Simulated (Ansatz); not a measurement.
The parent structure is ZnTe in the zinc blende structure (space group F-43m, No. 216; a = 6.066 Å). Axes: x, y, z lie along the cube axes.

Calculations: PBEsol in Ansatz (plane waves to 420 eV, PAW, scalar-relativistic without spin-orbit coupling).

Strains are applied to the cell and any free atomic positions relax; under biaxial strain the out-of-plane vector relaxes too.

One change was made to it. Results:

The pressure (mean of the normal stresses, compression positive) goes from zero to 1.85 GPa; the electron mass changes from 0.083 mₑ (at Γ) to 0.079 mₑ out of plane, 0.096 mₑ in plane (at Γ).

Q: Which of these changes matches the shifts?
A. biaxial strain +1.06 %, plane normal [001], relaxed out of plane
B. uniaxial strain ε_xx = −2.72 %
C. isotropic strain −2.62 %
D. biaxial strain −2.46 %, plane normal [111], relaxed out of plane

A: D, biaxial strain −2.46 %, plane normal [111], relaxed out of plane. For comparison, the electron mass in the other runs: isotropic strain −2.62 % gives 0.099 mₑ (at Γ); biaxial strain +1.06 %, plane normal [001], relaxed out of plane gives 0.081 mₑ (at Γ); uniaxial strain ε_xx = −2.72 % gives 0.089 mₑ (at Γ).

With Te present, leaving out spin-orbit coupling can change the band edges. The levels and masses belong to the bands next to the band gap. Effective masses come from finite differences of ±0.01 Å⁻¹. Whether these cells are dynamically stable was not tested.

Ansatz is an electronic-structure program.
